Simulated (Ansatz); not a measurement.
# AlN (Fm-3m) in Ansatz: reference runs

Aim: a first look at AlN with PBE, on the cell as given and on a disturbed one.

All numbers are computed with Ansatz 0.2.0; they aren't measurements. Logs are shortened: lines on timing, memory, paths and dates and some standing lists are left out, and cuts for length are marked.

### 1 The crystal as given

Symmetry: Fm-3m, No. 225, cubic system. The conventional cell has a = 4.069 Å, b = 4.069 Å, c = 4.069 Å, α = 90.00°, β = 90.00°, γ = 90.00°. Al (site symmetry m-3m) has 6 N at 2.03 Å as nearest neighbours. N (site symmetry m-3m) has 6 Al at 2.03 Å as nearest neighbours.

Measurements of this composition are mostly on another form, of space group No. 186.

### 2 Single point, PBE

input.yaml

```yaml
crystal:
  lattice:
    - [0.0, 2.034518, 2.034518]
    - [2.034518, 0.0, 2.034518]
    - [2.034518, 2.034518, 0.0]
  atoms:
    - { symbol: Al, position: [0.5, 0.5, 0.5] }
    - { symbol: "N", position: [0.0, 0.0, 0.0] }
hamiltonian:
  xc: pbe
  pseudopotentials: { kind: paw }
kpoints:
  mp_grid: { grid: [11, 11, 11] }
scf:
  occupations: { method: fermi_dirac, width: 0.05 }
output:
  forces: true
  stress: true
  eigenvalues: true
```

Potentials or basis: Ansatz PAW.

On the command line:

```sh
> ansatz run input.yaml --threads 2 --pin off --max-ram 5120MiB --backend cpu --events-out ev --progress --plain --runs-dir out
```

What it wrote:

```text
Warning: RAYON_NUM_THREADS=2 ignored (pool sized by the plan → 2); use --threads N
Engine: ansatz 0.2.0, x86_64-unknown-linux-gnu
Pseudopotentials: kind: paw
Pseudopotential: Al, paw, valence charge 3, recommended cutoff 420 eV (normal), Al.paw.azcp
Pseudopotential: N, paw, valence charge 5, recommended cutoff 420 eV (normal), N.paw.azcp
Functional definition: PBE
  parameter kappa = 0.804
  parameter beta = 0.06672455060314922
  exchange = pbe_x(kappa = kappa, mu = beta*pi^2/3)
  correlation = pbe_c(beta = beta)
Crystal: 2 atoms, lattice volume = 16.843 Å³
Basis set: ecut = 420 eV, 331 PW (Γ), exchange–correlation on 40×40×40 points (8 copies of the dense FFT grid, shifted against one another)
Bands: 8, of which v1, the nominal top of the filled ones, is band 4 counted from 1 (3 counted from 0)
Symmetry: 48 space group operations
Space group: Fm-3m (ITA 225), of the structure as read, at distance tolerance 2.6e-5 Å
k-points: 56 of 1331
Non-local potential: Al, projectors of the file, l = 0: 2, l = 1: 2, l = 2: 1
Non-local potential: N, projectors of the file, l = 0: 2, l = 1: 2, l = 2: 1
PAW form: soft (Blöchl's): semilocal exchange-correlation on the pseudo side does not see the compensation charge
PAW one-centre angular grid: Al, 110 points (default); XC on 64 Gauss nodes
PAW one-centre angular grid: N, 110 points (default); XC on 64 Gauss nodes
Initial density: superposition of atomic densities (neutral atoms: chi_scale 0, normalization atom), corrected by the library's trained network
Initial wavefunctions: pseudopotential atomic-orbital guess
Functional: x = pbe(κ = 0.804, μ = 0.2195149727645171), c = pbe(β = 0.06672455060314922)
SCF iter   1: F=—  HF=-923.916594 eV  |F-HF|=—  |Δ(HF+E_count)|=         —  Δρ=1.24e-3  dr2=6.27e-5  ethr=1.77e-3  ⟨swp⟩=4.4  Hψ=3063  notcnv=0
preconditioner: auto → none  [insulator: Δε(μ)=4.575 eV  Ē_g=16.588 eV  σ=0.050 eV  W_gap=1.00  n_scr=0 (ndim 8)  ℏωp=25.6 eV  f_vac=0.000  D(μ)=0.00/eV (n_scr^D=0)  ε∞_Penn≈3.4]
SCF iter   2: F=—  HF=-923.916670 eV  |F-HF|=—  |Δ(HF+E_count)|=   7.63e-5  Δρ=6.33e-4  dr2=1.62e-5  ethr=7.84e-7  ⟨swp⟩=2.0  Hψ=1123  notcnv=0
SCF iter   3: F=—  HF=-923.916725 eV  |F-HF|=—  |Δ(HF+E_count)|=   5.46e-5  Δρ=1.02e-4  dr2=1.50e-6  ethr=2.02e-7  ⟨swp⟩=2.6  Hψ=703  notcnv=0
SCF iter   4: F=—  HF=-923.916725 eV  |F-HF|=—  |Δ(HF+E_count)|=   2.81e-7  Δρ=3.31e-5  dr2=1.26e-7  ethr=1.88e-8  ⟨swp⟩=2.2  Hψ=637  notcnv=0
iter 5 did not close the SCF: its close was put off for the readings that it lacked (scf_convergence_deferred on its scf_iter line)
SCF iter   5: F=-923.916725 eV  HF=-923.916725 eV  |F-HF|=5.01e-9  |Δ(HF+E_count)|=   3.13e-8  Δρ=1.29e-5  dr2=1.34e-8  ethr=1.57e-9  ⟨swp⟩=2.0  Hψ=611  notcnv=0
SCF iter   6: F=-923.916725 eV  HF=-923.916725 eV  |F-HF|=9.89e-12  |Δ(HF+E_count)|=  3.15e-10  Δρ=5.86e-7  dr2=3.04e-11  ethr=1.68e-10  ⟨swp⟩=1.8  Hψ=1612  notcnv=0
SCF 1 converged in 6 iterations: F = -923.916725 eV  dr2 = 3.04e-11
SCF converged after 6 iterations
Free energy (F): -923.916725 eV
Harris-Foulkes:  -923.916725 eV  (|F-HF|=9.89e-12)
Internal energy: -923.916725 eV  (E = F + TS)
E sigma→0 (E₀):  -923.916725 eV
Fermi energy:    13.248995 eV
--- Per-component energies (eV) ---
  E_band       = 37.281617
  E_kinetic    = 162.063774
  E_local      = -171.068503  (includes V_loc(G=0)·N_el)
  E_nonlocal   = 54.105935
  E_hartree    = 62.305584
  E_xc         = -102.935672
  E_vxc        = -109.581945  (∫ρ·V_xc dr)
  E_paw        = -594.716005  (= ΣΔE_a)
  E_vpaw       = -22.848960  (= ΣTr[D̂ρ^β])
  E_aug_tail   = 0.000098  (compensation charges beyond the density's cutoff)
  E_ewald      = -333.671934
  E_smearing   = -0.000000  (= −TS)
  E_closure    = 0.000000  (closes the sum)
  Σ components = -923.916725   (vs F -923.916725, Δ=0.00e0)
--- Forces (eV/Å), atoms counted from 1 ---
  atom   1  Al     0.00000000    -0.00000000    -0.00000000
  atom   2  N     -0.00000000    -0.00000000    -0.00000000
  max |Σ_I F_I| component: 2.79e-31 eV/Å
--- Stress (GPa, compression-positive) ---
        0.284180       0.000000      -0.000000
       -0.000000       0.284180       0.000000
        0.000000       0.000000       0.284180
  P = ⅓ Tr σ = 0.2842 GPa (2.842 kbar)
--- Band table (eV; the first three rows and the last of 56) ---
  k-point 0: bands = ["-6.4070", "10.9593", "10.9593", "10.9593", "16.3551", "23.0067", "23.0067", "23.0067"]
  k-point 1: bands = ["-6.2406", "10.0995", "10.8602", "10.8602", "16.9072", "22.2311", "23.2546", "23.2546"]
  k-point 2: bands = ["-5.7538", "8.2389", "10.6115", "10.6115", "17.6363", "21.5748", "23.5140", "23.5140"]
  k-point 55: bands = ["-2.1774", "5.1475", "5.4288", "7.4574", "18.6609", "20.9612", "22.1458", "23.3421"]
```

It took 0.4 s on 2 threads of Intel Xeon Platinum 8488C (Sapphire Rapids), shared host; peak memory 0.28 GiB.

What came out:

| Quantity | Value |
| --- | --- |
| Free energy | -923.9167 eV |
| Pressure | 0.3 GPa |
| Band gap on the k mesh | 4.58 eV, indirect (least direct gap 5.40 eV) |

Caveat: odd divisions of the mesh miss points on the zone boundary, where band edges often lie, so the gap on the mesh can be too wide; the pressure holds a Pulay correction of +0.5 GPa for the finite cutoff. A k mesh can miss the band edges.

### 3 Single point, PBE (atoms moved at random, drawn with an rms of 0.05 Å)

input.yaml: that of step 2 with these lines changed.

```diff
@@ -6,4 +6,4 @@
   atoms:
-    - { symbol: Al, position: [0.5, 0.5, 0.5] }
-    - { symbol: "N", position: [0.0, 0.0, 0.0] }
+    - { symbol: Al, position: [0.502545, 0.509028, 0.48633] }
+    - { symbol: "N", position: [-0.007608, 0.003719, 0.002068] }
 hamiltonian:
@@ -19 +19,5 @@
   eigenvalues: true
+  write_density: true
+  write_potential: true
+  elf: true
+  volumetric_format: npy
```

Potentials or basis: Ansatz PAW.

On the command line:

```sh
> ansatz run input.yaml --threads 2 --pin off --max-ram 5120MiB --backend cpu --events-out ev --progress --plain --runs-dir out
```

What it wrote:

```text
Warning: RAYON_NUM_THREADS=2 ignored (pool sized by the plan → 2); use --threads N
[... 9 set-up lines as earlier in the session ...]
Crystal: 2 atoms, lattice volume = 16.843 Å³
Basis set: ecut = 420 eV, 331 PW (Γ), exchange–correlation on 40×40×40 points (8 copies of the dense FFT grid, shifted against one another)
Bands: 8, of which v1, the nominal top of the filled ones, is band 4 counted from 1 (3 counted from 0)
Symmetry: 1 space group operations
Space group: P1 (ITA 1), of the structure as read, at distance tolerance 2.6e-5 Å
k-points: 666 of 1331 (time reversal used)
[... 4 set-up lines as earlier in the session ...]
[... 20 lines left out ...]
--- Per-component energies (eV) ---
  E_band       = 37.271798
  E_kinetic    = 162.087901
  E_local      = -171.159366  (includes V_loc(G=0)·N_el)
  E_nonlocal   = 54.119880
  E_hartree    = 62.333599
  E_xc         = -102.940967
  E_vxc        = -109.588016  (∫ρ·V_xc dr)
  E_paw        = -594.722878  (= ΣΔE_a)
  E_vpaw       = -22.855979  (= ΣTr[D̂ρ^β])
  E_aug_tail   = 0.000098  (compensation charges beyond the density's cutoff)
  E_ewald      = -333.629809
  E_smearing   = -0.000000  (= −TS)
  E_closure    = -0.000000  (closes the sum)
  Σ components = -923.911542   (vs F -923.911542, Δ=0.00e0)
--- Forces (eV/Å), atoms counted from 1 ---
  atom   1  Al     0.13977341     0.07452891    -0.20873387
  atom   2  N     -0.13977395    -0.07452910     0.20873454
  max |Σ_I F_I| component: 6.72e-7 eV/Å
--- Stress (GPa, compression-positive) ---
        0.484857      -0.005984       0.016986
       -0.005984       0.302552       0.009015
        0.016986       0.009015       0.791688
  P = ⅓ Tr σ = 0.5264 GPa (5.264 kbar)
--- Band table (eV; the first three rows and the last of 666) ---
  k-point 0: bands = ["-6.4079", "10.9515", "10.9557", "10.9588", "16.3503", "23.0065", "23.0096", "23.0155"]
  k-point 1: bands = ["-6.2415", "10.0985", "10.8529", "10.8571", "16.9031", "22.2357", "23.2540", "23.2575"]
  k-point 2: bands = ["-5.7549", "8.2382", "10.6045", "10.6087", "17.6352", "21.5739", "23.5123", "23.5147"]
  k-point 665: bands = ["-3.1505", "2.9628", "9.2203", "9.8017", "17.5904", "20.9682", "22.1743", "23.9126"]
```

v_z.tsv:

```text
# z_ang	v_es[eV]	v_tot[eV]
# format = ansatz-planar-average/11
# xc	pbe
# density_cutoff_ev	1680
# datasets	Al=:simpson_from_first_knot:soft	N=:simpson_from_first_knot:soft
# lattice	0.000000000	2.034518000	2.034518000
# lattice	2.034518000	0.000000000	2.034518000
# lattice	2.034518000	2.034518000	0.000000000
# sites	2
# site	13	2.025073767	2.011883987	2.058063477
# site	7	0.011773756	-0.011271230	-0.007912241
0.000000	2.021294e0	-1.110236e1
0.143862	2.123061e0	-1.095814e1
0.287724	2.590669e0	-1.031892e1
0.431586	3.226873e0	-9.357623e0
0.575449	3.906338e0	-8.264614e0
0.719311	4.539188e0	-7.289926e0
[... 12 lines left out ...]
2.589519	3.188333e0	-9.652769e0
2.733381	2.413435e0	-1.063063e1
```

Wall time 4.1 s (2 threads of Intel Xeon Platinum 8488C (Sapphire Rapids), shared host); peak memory 0.46 GiB.

Results:

```yaml
Free_energy: -923.9115 eV
Pressure: 0.5 GPa
Largest_force: 0.262 eV/Å
Band_gap_on_the_k_mesh: 4.57 eV, indirect (least direct gap 5.39 eV)
```

Forces on the atoms (eV/Å):
```
Al   0.140  0.075 -0.209
N   -0.140 -0.075  0.209
```

Caveat: odd divisions of the mesh miss points on the zone boundary, where band edges often lie, so the gap on the mesh can be too wide; the pressure holds a Pulay correction of +0.5 GPa for the finite cutoff. A k mesh can miss the band edges.
